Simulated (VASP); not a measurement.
# TiPt3: relaxation of cell and atoms with PBE+D3(BJ)

The system is TiPt3.

```
Ti Pt
1.0
     3.90405    0.00000    0.00000
     0.00000    3.90405    0.00000
     0.00000    0.00000    3.90405
Ti Pt
1 3
Direct
  0.00000 0.00000 0.00000
  0.50000 0.50000 0.00000
  0.50000 0.00000 0.50000
  0.00000 0.50000 0.50000
```

The cell comes from a database or a generator and needn't be the stable form of this composition.

- Program: VASP 6.6.1
- Task: relaxation of cell and atoms
- Functional: PBE
- Dispersion: D3(BJ)
- Potentials or basis: VASP PAW PBE potentials, release 64 (Ti_sv, Pt)
- Cutoff: 600 eV
- k mesh: 12 × 12 × 12
- Occupations: gaussian, width 0.1 eV
- Spin: no spin polarisation
- Dipole correction: no
- Further INCAR settings: ALGO = Fast; EDIFF = 1e-07; IBRION = 2; EDIFFG = -0.01; NSW = 100; ISIF = 3

```json
{
 "Relaxed volume": "14.86 Å³/atom",
 "Relaxed cell": "a = 3.902 Å, b = 3.902 Å, c = 3.902 Å, α = 90.00°, β = 90.00°, γ = 90.00°",
 "Space group after relaxing (to 0.05 Å)": "Pm-3m (No. 221)",
 "Energy gained by relaxing": "0.0 meV/atom",
 "Ionic steps": "3",
 "Pressure after relaxing": "0.0 GPa",
 "Band gap on the k mesh": "none (metal or under the smearing width)",
 "Dispersion energy per atom": "-0.766 eV"
}
```

Final structure:
```cif
data_structure
_symmetry_space_group_name_H-M 'P 1'
_symmetry_Int_Tables_number 1
_cell_length_a 3.9024
_cell_length_b 3.9024
_cell_length_c 3.9024
_cell_angle_alpha 90.000
_cell_angle_beta 90.000
_cell_angle_gamma 90.000
_cell_volume 59.43
loop_
_atom_site_label
_atom_site_type_symbol
_atom_site_fract_x
_atom_site_fract_y
_atom_site_fract_z
_atom_site_occupancy
Ti1 Ti 0.00000 0.00000 0.00000 1
Pt1 Pt 0.50000 0.50000 0.00000 1
Pt2 Pt 0.50000 0.00000 0.50000 1
Pt3 Pt 0.00000 0.50000 0.50000 1
```

Levels at points of the mesh, in eV from the Fermi level:
```
           k point  band 18  band 19  band 20  band 21  band 22  band 23  band 24  band 25
(0.00, 0.00, 0.00)     0.06     0.06     0.06     1.40     1.40     1.61     1.61     1.61
(0.50, 0.00, 0.00)    -2.65    -2.58    -1.36    -0.19    -0.19     0.06     0.47     0.77
(0.50, 0.50, 0.00)    -3.09    -2.43    -2.28    -2.23     0.22     0.22     0.38     1.51
(0.50, 0.50, 0.50)    -0.66    -0.66    -0.66    -0.44    -0.44    -0.44     1.21     1.21
```

Run time: 6 min on 1 thread of Intel(R) Xeon(R) Platinum 8559C (Emerald Rapids) (shared host), peak memory 0.3 GiB.

Caveat: pairwise dispersion overbinds metals, which lowers pressure and volume. The run has no spin-orbit coupling, so splittings on Pt are missing.
